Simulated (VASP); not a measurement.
# SnO (Romarchite) (P4/nmm) in VASP: further runs

One crystal, SnO (Romarchite), is run at these levels: PBE+D3(BJ), PBE; tasks: relaxation of cell and atoms.

Everything below comes from runs of VASP 6.6.1. Logs are shortened: lines on timing, memory, paths and dates and some standing lists are left out, and cuts for length are marked.

## 1. Starting point

The structure is tetragonal, space group P4/nmm (No. 129). Conventional cell: a = 3.835 Å, b = 3.835 Å, c = 4.728 Å, α = 90.00°, β = 90.00°, γ = 90.00°. Around Sn (site symmetry 4mm) lie 4 O at 2.24 Å. Around O (site symmetry -4m2) lie 4 Sn at 2.24 Å.

## 2. Relaxation of cell and atoms, PBE+D3(BJ)

INCAR reads:

```
ALGO     = Normal         # electronic algorithm
EDIFF    = 1E-7           # SCF threshold, eV
EDIFFG   = -0.005         # ionic threshold
ENCUT    = 600            # plane-wave cutoff, eV
GGA      = PE             # functional
IBRION   = 2              # ionic algorithm
ISIF     = 3              # what is computed and relaxed
ISMEAR   = 0              # smearing method
IVDW     = 12             # dispersion correction
LASPH    = T              # aspherical terms in the spheres
LCHARG   = F              # write CHGCAR
LREAL    = F              # projectors in reciprocal space
LWAVE    = F              # write WAVECAR
NELM     = 80             # most SCF steps
NSW      = 90             # ionic steps
PREC     = Accurate       # precision mode
SIGMA    = 0.03           # smearing width, eV
```

KPOINTS reads:

```
k-points
0
Gamma
  8 8 6
```

POSCAR reads:

```
SnO                                     
1.0
    3.8353842621      0.0000000000      0.0000000000
    0.0000000000      3.8353842621     -0.0000000000
    0.0000000000     -0.0000000000      4.7280501015
  Sn              O             
     2     2
Direct
     0.5000000000000000    0.0000000000000000    0.2459635184974918
     0.0000000000000000    0.5000000000000000    0.7540364815025083
     0.0000000000000000    0.0000000000000000    1.0000000000000000
     0.5000000000000000    0.5000000000000000    1.0000000000000000
```

Potentials or basis: VASP PAW PBE potentials, release 64 (Sn_d, O).

The run is started by

```
$ cat potpaw_PBE.64/Sn_d/POTCAR potpaw_PBE.64/O/POTCAR > POTCAR
$ mpirun -np 1 vasp_std > vasp.out
```

OUTCAR:

```text
EDIFF = 1E-7
   EDIFFG = -0.005
   ENCUT = 600
   GGA = PE
   IBRION = 2
   ISIF = 3
   ISMEAR = 0
   IVDW = 12
   LASPH = T
   LREAL = F
   NELM = 80
   NSW = 90
   PREC = Accurate
 IVDW          = 12

 ion  position               nearest neighbor table
   1  0.500  0.000  0.246-   3 2.24   4 2.24   4 2.24   3 2.24   2 3.57   2 3.57   2 3.57   2 3.57
                             2 3.62   2 3.62   2 3.62   2 3.62
   2  0.000  0.500  0.754-   3 2.24   4 2.24   3 2.24   4 2.24   1 3.57   1 3.57   1 3.57   1 3.57
                             1 3.62   1 3.62   1 3.62   1 3.62
   3  0.000  0.000  0.000-   1 2.24   2 2.24   2 2.24   1 2.24
   4  0.500  0.500  0.000-   1 2.24   2 2.24   1 2.24   2 2.24

  LATTYP: Found a simple tetragonal cell.
 ALAT       =     3.8353842621
 C/A-ratio  =     1.2327448251

  Lattice vectors:

 A1 = (   3.8353842621,   0.0000000000,   0.0000000000)
 A2 = (   0.0000000000,   3.8353842621,   0.0000000000)
 A3 = (   0.0000000000,   0.0000000000,   4.7280501015)

Analysis of symmetry for initial positions (statically):
=====================================================================
 Subroutine PRICEL returns:
 Original cell was already a primitive cell.

 Routine SETGRP: Setting up the symmetry group for a
 simple tetragonal supercell.

 Subroutine GETGRP returns: Found 16 space group operations
 (whereof  8 operations were pure point group operations)
 out of a pool of 16 trial point group operations.

The static configuration has the point symmetry D_2d.
 The point group associated with its full space group is D_4h.

Analysis of symmetry for dynamics (positions and initial velocities):
=====================================================================
 Subroutine PRICEL returns:
 Original cell was already a primitive cell.

 Routine SETGRP: Setting up the symmetry group for a
 simple tetragonal supercell.

 Subroutine GETGRP returns: Found 16 space group operations
 (whereof  8 operations were pure point group operations)
 out of a pool of 16 trial point group operations.

The dynamic configuration has the point symmetry D_2d.
 The point group associated with its full space group is D_4h.

 Subroutine INISYM returns: Found 16 space group operations
 (whereof  8 operations are pure point group operations),
 and found     1 'primitive' translations

----------------------------------------------------------------------------------------

                                     Primitive cell

  volume of cell :      69.5504

  direct lattice vectors                    reciprocal lattice vectors
     3.835384262  0.000000000  0.000000000     0.260730068  0.000000000  0.000000000
     0.000000000  3.835384262  0.000000000     0.000000000  0.260730068  0.000000000
     0.000000000  0.000000000  4.728050102     0.000000000  0.000000000  0.211503681

  length of vectors
     3.835384262  3.835384262  4.728050102     0.260730068  0.260730068  0.211503681

  position of ions in fractional coordinates (direct lattice)
     0.500000000  0.000000000  0.245963518
     0.000000000  0.500000000  0.754036482
     0.000000000  0.000000000  0.000000000
     0.500000000  0.500000000  0.000000000

  ion indices of the primitive-cell ions
   primitive index   ion index
                 1           1
                 2           2
                 3           3
                 4           4

----------------------------------------------------------------------------------------

 KPOINTS: k-points

Automatic generation of k-mesh.
 Grid dimensions read from file:
 generate k-points for:    8    8    6

 Generating k-lattice:

  Cartesian coordinates                     Fractional coordinates (reciprocal lattice)
     0.032591259  0.000000000  0.000000000     0.125000000  0.000000000  0.000000000
     0.000000000  0.032591259  0.000000000     0.000000000  0.125000000  0.000000000
     0.000000000  0.000000000  0.035250613     0.000000000  0.000000000  0.166666667

  Length of vectors
     0.032591259  0.032591259  0.035250613

  Shift w.r.t. Gamma in fractional coordinates (k-lattice)
     0.000000000  0.000000000  0.000000000

 Subroutine IBZKPT returns following result:
 ===========================================

 Found     60 irreducible k-points:

 Following reciprocal coordinates:
            Coordinates               Weight
  0.000000  0.000000  0.000000      1.000000
  0.125000  0.000000  0.000000      4.000000
  0.250000  0.000000  0.000000      4.000000
  0.375000  0.000000  0.000000      4.000000
  0.500000  0.000000  0.000000      2.000000
  0.125000  0.125000  0.000000      4.000000
[... 16 lines left out ...]
  0.375000  0.125000  0.166667     16.000000
  0.500000  0.125000  0.166667      8.000000
 [... further k-points ...]
   k-points           NKPTS =     60   k-points in BZ     NKDIM =     60   number of bands    NBANDS=     24
   number of dos      NEDOS =    301   number of ions     NIONS =      4
   total plane-waves  NPLWV =  40960
   dimension x,y,z NGX =    32 NGY =   32 NGZ =   40
   dimension x,y,z NGXF=    64 NGYF=   64 NGZF=   80
   ions per type =               2   2
   NGX,Y,Z   is equivalent  to a cutoff of  13.87, 13.87, 14.06 a.u.
   NGXF,Y,Z  is equivalent  to a cutoff of  27.74, 27.74, 28.13 a.u.
 SYSTEM =  unknown system
   PREC   = accura    normal or accurate (medium, high low for compatibility)
   ISTART =      0    job   : 0-new  1-cont  2-samecut
   ICHARG =      2    charge: 1-file 2-atom 10-const
   ISPIN  =      1    spin polarized calculation?
   LNONCOLLINEAR =      F non collinear calculations
   LSORBIT =      F    spin-orbit coupling
   LASPH  =      T    aspherical Exc in radial PAW
   ENCUT  =  600.0 eV  44.10 Ry    6.64 a.u.   7.66  7.66  9.44*2*pi/ulx,y,z
   NELM   =     80;   NELMIN=  2; NELMDL= -5     # of ELM steps
   EDIFF  = 0.1E-06   stopping-criterion for ELM
   LREAL  =      F    real-space projection
   EDIFFG = -.5E-02   stopping-criterion for IOM
   NSW    =     90    number of steps for IOM
   IBRION =      2    ionic relax: 0-MD 1-quasi-New 2-CG
   NFREE  =      1    steps in history (QN), initial steepest desc. (CG)
   ISIF   =      3    stress and relaxation
   ISYM   =      2    0-nonsym 1-usesym 2-fastsym
   POTIM  = 0.5000    time-step for ionic-motion
   TEBEG  =    0.0;   TEEND  =   0.0 temperature during run
   PSTRESS=    0.0 pullay stress
   NELECT =      40.0000    total number of electrons
   NUPDOWN=      -1.0000    fix difference up-down
   EMIN   =  10.00;   EMAX   =-10.00  energy-range for DOS
   EFERMI =   0.00;   METHOD = LEGACY
   ISMEAR =     0;   SIGMA  =   0.03  broadening in eV -4-tet -1-fermi 0-gaus
   EFERMI_NEDOS =   21; number of points for ismear=-14 and -15
   IALGO  =     38    algorithm
   IMIX   =      4    mixing-type and parameters
     AMIX     =   0.40;   BMIX     =  1.00
     AMIX_MAG =   1.60;   BMIX_MAG =  1.00
  volume/ion in A,a.u.               =      17.39       117.34
  Fermi-wavevector in a.u.,A,eV,Ry     =   1.361429  2.572727 25.218235  1.853488
  Thomas-Fermi vector in A             =   2.488006
   LORBIT       =      0    0 simple, 1 ext, 2 COOP (PROOUT), +10 PAW based schemes
   GGA     = PE    functional components
   LHFCALC =     F    Hartree Fock is set to
   AEXX    =    0.0000 exact exchange contribution
   IVDW    =    12    specifies the selected vdW correction
   LEPSILON=     F    determine dielectric tensor
   LRPA    =     F    only Hartree local field effects (RPA)
 conjugate gradient relaxation of ions
 non-spin polarized calculation
 Gauss-broadening in eV      SIGMA  =   0.03
  energy-cutoff  :      600.00
  volume of cell :       69.55
 maximum number of plane-waves:      2347
 NGX is ok and might be reduce to    32
   NGX = 15   NGY = 15   NGZ = 19

 number of electron      40.0000018 magnetization

 Free energy of the ion-electron system (eV)
  ---------------------------------------------------
  ext. energy  EPLUGINS =         0.00000000
  ---------------------------------------------------
  free energy    TOTEN  =       -22.68655178 eV

  energy without entropy =      -22.68633316  energy(sigma->0) =      -22.68644247

 E-fermi :   7.1661     XC(G=0): -10.3242

 val. band max:        7.1568864613   @ k =   0.1250   0.0000   0.0000
 cond. band min:       7.1725832720   @ k =   0.0000   0.0000   0.0000
 fundamental gap:      0.0156968106
 Fermi energy:         7.1661442044

 k-point     1 :       0.0000    0.0000    0.0000
  band No.  band energies     occupation
      1     -14.7560      2.00000
      2     -14.3704      2.00000
      3     -14.3704      2.00000
      4     -14.3590      2.00000
      5     -14.3308      2.00000
      6     -14.3231      2.00000
[... 16 lines left out ...]
     23      11.6442      0.00000
     24      11.9662      0.00000

 k-point     2 :       0.1250    0.0000    0.0000
  band No.  band energies     occupation
      1     -14.7471      2.00000
      2     -14.3678      2.00000
      3     -14.3660      2.00000
      4     -14.3585      2.00000
      5     -14.3311      2.00000
      6     -14.3175      2.00000
[... 16 lines left out ...]
     23      11.7435      0.00000
     24      12.3604      0.00000

 k-point     3 :       0.2500    0.0000    0.0000
  band No.  band energies     occupation
      1     -14.7220      2.00000
      2     -14.4290      2.00000
      3     -14.3593      2.00000
      4     -14.3538      2.00000
      5     -14.3313      2.00000
      6     -14.3296      2.00000
[... 16 lines left out ...]
     23      12.0309      0.00000
     24      12.2402      0.00000

 k-point     4 :       0.3750    0.0000    0.0000
  band No.  band energies     occupation
      1     -14.6820      2.00000
      2     -14.5362      2.00000
      3     -14.3463      2.00000
      4     -14.3380      2.00000
      5     -14.3300      2.00000
      6     -14.3268      2.00000
[... 16 lines left out ...]
     23      12.4660      0.00000
     24      12.6588      0.00000

 k-point     5 :       0.5000    0.0000    0.0000
  band No.  band energies     occupation
      1     -14.6221      2.00000
      2     -14.6221      2.00000
      3     -14.3334      2.00000
      4     -14.3334      2.00000
      5     -14.3290      2.00000
      6     -14.3290      2.00000
[... 16 lines left out ...]
     23      12.9448      0.00000
     24      12.9448      0.00000

 k-point     6 :       0.1250    0.1250    0.0000
  band No.  band energies     occupation
      1     -14.7395      2.00000
      2     -14.3737      2.00000
      3     -14.3583      2.00000
      4     -14.3524      2.00000
      5     -14.3513      2.00000
      6     -14.3292      2.00000
[... 16 lines left out ...]
     23      11.0157      0.00000
     24      12.2645      0.00000
[... 379 lines left out ...]
 k-point    21 :       0.1250    0.1250    0.1667
  band No.  band energies     occupation
      1     -14.7355      2.00000
      2     -14.3745      2.00000
      3     -14.3693      2.00000
      4     -14.3526      2.00000
      5     -14.3453      2.00000
      6     -14.3225      2.00000
[... 16 lines left out ...]
     23      10.3070      0.00000
     24      12.7428      0.00000

 k-point    22 :       0.2500    0.1250    0.1667
  band No.  band energies     occupation
      1     -14.7163      2.00000
      2     -14.4641      2.00000
      3     -14.3650      2.00000
      4     -14.3452      2.00000
      5     -14.3402      2.00000
      6     -14.3191      2.00000
[... 16 lines left out ...]
     23      10.6528      0.00000
     24      12.5633      0.00000

 k-point    23 :       0.3750    0.1250    0.1667
  band No.  band energies     occupation
      1     -14.6853      2.00000
      2     -14.5608      2.00000
      3     -14.3571      2.00000
      4     -14.3409      2.00000
      5     -14.3330      2.00000
      6     -14.3195      2.00000
[... 16 lines left out ...]
     23      11.4471      0.00000
     24      12.5664      0.00000

 k-point    24 :       0.5000    0.1250    0.1667
  band No.  band energies     occupation
      1     -14.6358      2.00000
      2     -14.6358      2.00000
      3     -14.3477      2.00000
      4     -14.3477      2.00000
      5     -14.3252      2.00000
      6     -14.3252      2.00000
[... 16 lines left out ...]
     23      12.1445      0.00000
     24      12.1445      0.00000

 [... further k-points ...]

------------------------ aborting loop because EDIFF is reached ----------------------------------------

 Edisp (eV)   -0.94667

 E8    (eV) :    -0.4108

  FORCE on cell =-STRESS in cart. coord.  units (eV):
  Direction    XX          YY          ZZ          XY          YZ          ZX
  --------------------------------------------------------------------------------------
  -------------------------------------------------------------------------------------
  Total      -0.01962    -0.01962     0.01731     0.00000     0.00000     0.00000
  in kB      -0.45199    -0.45199     0.39879     0.00000     0.00000     0.00000
  external pressure =       -0.17 kB  Pullay stress =        0.00 kB

 VOLUME and BASIS-vectors are now :
 -----------------------------------------------------------------------------
  energy-cutoff  :      600.00
  volume of cell :       69.55
      direct lattice vectors                 reciprocal lattice vectors
     3.835384262  0.000000000  0.000000000     0.260730068  0.000000000  0.000000000
     0.000000000  3.835384262  0.000000000     0.000000000  0.260730068  0.000000000
     0.000000000  0.000000000  4.728050102     0.000000000  0.000000000  0.211503681

 POSITION                                       TOTAL-FORCE (eV/Angst)
 -----------------------------------------------------------------------------------
      1.91769      0.00000      1.16293        -0.000000     -0.000000     -0.004793
      0.00000      1.91769      3.56512         0.000000     -0.000000      0.004793
      0.00000      0.00000      0.00000        -0.000000      0.000000      0.000000
      1.91769      1.91769      0.00000        -0.000000     -0.000000      0.000000
 -----------------------------------------------------------------------------------
    total drift:                                0.000000     -0.000000     -0.000000

  FREE ENERGIE OF THE ION-ELECTRON SYSTEM (eV)
  ---------------------------------------------------
  free  energy   TOTEN  =       -23.6332266894 eV

  energy  without entropy=      -23.6330080654  energy(sigma->0) =      -23.63311738

 reached required accuracy - stopping structural energy minimisation
```

Run time: 71 s. Hardware: 1 thread of Intel Xeon 6975P-C (Granite Rapids), shared host; peak memory 0.27 GiB.

Results:

| Property | Result |
| --- | --- |
| Free energy | -23.6332 eV |
| Pressure after relaxing | 0.0 GPa |
| Largest force after relaxing | 0.005 eV/Å |
| Band gap on the k mesh | none (metal or under the smearing width) |
| Dispersion energy per atom | -0.237 eV |

Forces in eV/Å, atoms in the order of the input:
```
Sn   0.000  0.000 -0.005
Sn   0.000  0.000  0.005
O    0.000  0.000  0.000
O    0.000  0.000  0.000
```

Final structure:
```
Sn O
1.0
     3.83538    0.00000    0.00000
     0.00000    3.83538    0.00000
     0.00000    0.00000    4.72805
Sn O
2 2
Direct
  0.50000 0.00000 0.24596
  0.00000 0.50000 0.75404
  0.00000 0.00000 0.00000
  0.50000 0.50000 0.00000
```

Caveat: the relaxation stopped at its first step, so nothing moved; pairwise dispersion overbinds metals, which lowers pressure and volume.

## 3. Relaxation of cell and atoms, PBE

This run uses another cell than the first one, of 17.46 Å³/atom, 1.004 times its volume.

INCAR reads:

```
PREC     = Accurate       # precision mode
ENCUT    = 600            # plane-wave cutoff, eV
EDIFF    = 1E-6           # SCF threshold, eV
ISMEAR   = 0              # smearing method
SIGMA    = 0.03           # smearing width, eV
LREAL    = False          # projectors in reciprocal space
LASPH    = True           # aspherical terms in the spheres
NELM     = 80             # most SCF steps
ALGO     = Normal         # electronic algorithm
ISIF     = 3              # what is computed and relaxed
LWAVE    = False          # write WAVECAR
LCHARG   = False          # write CHGCAR
GGA      = PE             # functional
IBRION   = 2              # ionic algorithm
NSW      = 90             # ionic steps
EDIFFG   = -0.01          # ionic threshold
```

KPOINTS reads:

```
regular mesh
0
Gamma
  8 8 6
```

POSCAR reads:

```
SnO
1.0
    3.7986000000      0.0000000000      0.0000000000
    0.0000000000      3.7986000000      0.0000000000
    0.0000000000      0.0000000000      4.8408000000
Sn O
2 2
Direct
    0.5000000000      0.0000000000      0.2369000000
    0.0000000000      0.5000000000      0.7631000000
    0.0000000000      0.0000000000      0.0000000000
    0.5000000000      0.5000000000      0.0000000000
```

Potentials or basis: VASP PAW PBE potentials, release 64 (Sn_d, O).

The run is started by

```
$ cat potpaw_PBE.64/Sn_d/POTCAR potpaw_PBE.64/O/POTCAR > POTCAR
$ mpirun -np 1 vasp_std > vasp.out
```

It took 7.5 min on 1 thread of AMD EPYC 9R45 (Zen 5), shared host; peak memory 0.23 GiB.

It converged, with:

| Item | Value |
| --- | --- |
| Free energy | -22.7242 eV |
| Relaxed volume | 18.82 Å³/atom |
| Relaxed cell | a = 3.867 Å, b = 3.867 Å, c = 5.035 Å, α = 90.00°, β = 90.00°, γ = 90.00° |
| Space group after relaxing (to 0.05 Å) | P4/nmm (No. 129) |
| Energy gained by relaxing | 15.0 meV/atom |
| Ionic steps | 16 |
| Pressure after relaxing | 0.0 GPa |
| Band gap on the k mesh | 0.44 eV, indirect (least direct gap 1.93 eV) |

Step by step:
| step | energy change (eV) | largest force (eV/Å) | pressure (GPa) | volume (Å³) |
| --- | --- | --- | --- | --- |
| 1 | 0.0000 | 0.5839 | 5.01 | 69.85 |
| 2 | -0.0050 | 0.8867 | -3.51 | 75.51 |
| 3 | -0.0505 | 0.2115 | 0.27 | 72.65 |
| 4 | -0.0505 | 0.1963 | 0.36 | 72.60 |
| 5 | -0.0540 | 0.1134 | 0.26 | 73.04 |
| 6 | -0.0556 | 0.0157 | 0.14 | 73.59 |
| 7 | -0.0567 | 0.0343 | -0.02 | 73.89 |
| 8 | -0.0577 | 0.0563 | -0.18 | 74.25 |
| 9 | -0.0586 | 0.1006 | -0.46 | 74.97 |
| 10 | -0.0592 | 0.0736 | -0.32 | 74.99 |
| 11 | -0.0598 | 0.0241 | -0.05 | 75.04 |
| 12 | -0.0595 | 0.0767 | 0.44 | 75.14 |
| 13 | -0.0600 | 0.0126 | 0.08 | 75.08 |
| 14 | -0.0600 | 0.0096 | 0.11 | 75.08 |
| 15 | -0.0600 | 0.0082 | 0.09 | 75.13 |
| 16 | -0.0601 | 0.0009 | 0.03 | 75.30 |

Final structure:
```
Sn O
1.0
     3.86720    0.00000    0.00000
     0.00000    3.86720    0.00000
     0.00000    0.00000    5.03478
Sn O
2 2
Direct
  0.50000 0.00000 0.23094
  0.00000 0.50000 0.76906
  0.00000 0.00000 0.00000
  0.50000 0.50000 0.00000
```

Levels at points of the mesh, in eV from the valence-band top:
```csv
k point,band 16,band 17,band 18,band 19,band 20,band 21,band 22,band 23,band 24
"(0.00, 0.00, 0.00)",-5.82,-3.16,-2.87,-2.87,0.00,1.93,4.14,4.86,4.86
"(0.50, 0.00, 0.00)",-4.62,-4.46,-4.46,-2.37,-2.37,3.05,3.05,5.73,5.73
"(0.50, 0.50, 0.00)",-4.74,-2.24,-2.24,-1.76,-1.76,0.44,0.44,4.55,4.55
"(0.00, 0.00, 0.50)",-3.37,-3.21,-2.89,-2.89,-1.96,1.73,3.25,3.25,3.74
"(0.50, 0.00, 0.50)",-5.02,-4.44,-4.44,-1.55,-1.55,2.49,2.49,5.51,5.51
"(0.50, 0.50, 0.50)",-5.10,-2.39,-2.39,-2.24,-2.24,2.57,2.57,3.79,3.79
```

Caveat: spin-orbit coupling is left out, which moves the levels of the heavy elements. A hybrid or GW would open this gap; PBE tends to underestimate it.
